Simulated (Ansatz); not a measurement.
Space group Pm-3m (No. 221). a = 3.956 Å, b = 3.956 Å, c = 3.956 Å, α = 90.00°, β = 90.00°, γ = 90.00°
```csv
atom,site,symmetry,x,y,z
Ti,1a,m-3m,0.0000,0.0000,0.0000
Al,3c,4/mm.m,0.5000,0.5000,0.0000
```

Equation of state of this TiAl$_{3}$ structure (not necessarily the ground state), with shape and atoms relaxed at each volume where symmetry leaves them free. It has no gap at any of these volumes. All numbers below come from DFT r2SCAN, scalar-relativistic, plane waves, PAW in Ansatz 0.2.0.

Cutoff 500 eV; k points 10×10×10 on the computed 4-atom cell (Γ-centred); Gaussian smearing, width 0.10 eV; no spin polarisation.

```tsv
V (Å³/atom)	E − E(largest V) (meV/atom)	P (GPa)
13.617	50.97	19.02
14.081	4.65	13.14
14.545	-25.86	8.09
15.010	-42.77	3.74
15.474	-47.97	-0.01
15.938	-43.09	-3.24
16.402	-29.52	-6.01
17.021	0.00	-9.12
```

Fit a third-order Birch–Murnaghan equation to E(V).

V0 = 15.47 Å³/atom, B0 = 116 GPa, B0' = 4.0.

This form isn't the usual stable structure of the compound.